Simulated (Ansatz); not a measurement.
Reactions of AsH₃O (`O[AsH2]`).

Isolated molecules relaxed with PBE0-D4/def2-TZVP in Ansatz; ΔE leaves out vibrations. CBS: MP2 limit from def2 TZ/QZ plus the TZ coupled-cluster correction, frozen cores. This one scheme is used for every species, atoms too. No spin–orbit coupling; open shells (•) take unrestricted orbitals. Spin–orbit coupling would lower the free atoms: a little for O. For As, Ge, Se outer-core shells are correlated without core-valence functions, so the limit isn't a true one: a few kJ/mol of doubt a bond, and 10 to 20 or more in all where bonds break to atoms. Scalar relativity is left out up to krypton. One conformer a species, not always the lowest.

Problem. Order these by ΔE at CCSD(T)/CBS, lowest first. (Best estimate.)
A. `O[AsH2]` + `O[SiH3]` → `[SiH3]O[AsH2]` + H₂O
B. `O[AsH2]` + `S[S][GeH3]` → `[GeH3][S]S[AsH2]` + H₂O
C. `O[AsH2]` + `CC(=O)[SiH3]` → `[SiH3][AsH2]` + `CC(=O)O`
D. `O[AsH2]` + `N[SiH2][SiH2][SiH3]` → `N[AsH]O` + `[SiH3][SiH2][SiH3]`
E. `O[AsH2]` → As• + 3 H• + O•
F. `O[AsH2]` → `[AsH2]`• + `[OH]`•
G. `O[AsH2]` + `C[SeH]` → `C[Se][AsH2]` + H₂O

Solution. C (-120.4 kJ/mol), G (-75.1 kJ/mol), B (-63.9 kJ/mol), A (-10.8 kJ/mol), D (+33.9 kJ/mol), F (+347.1 kJ/mol), E (+1385.1 kJ/mol).

Largest T1 diagnostic: 0.015, for `CC(=O)[SiH3]`.
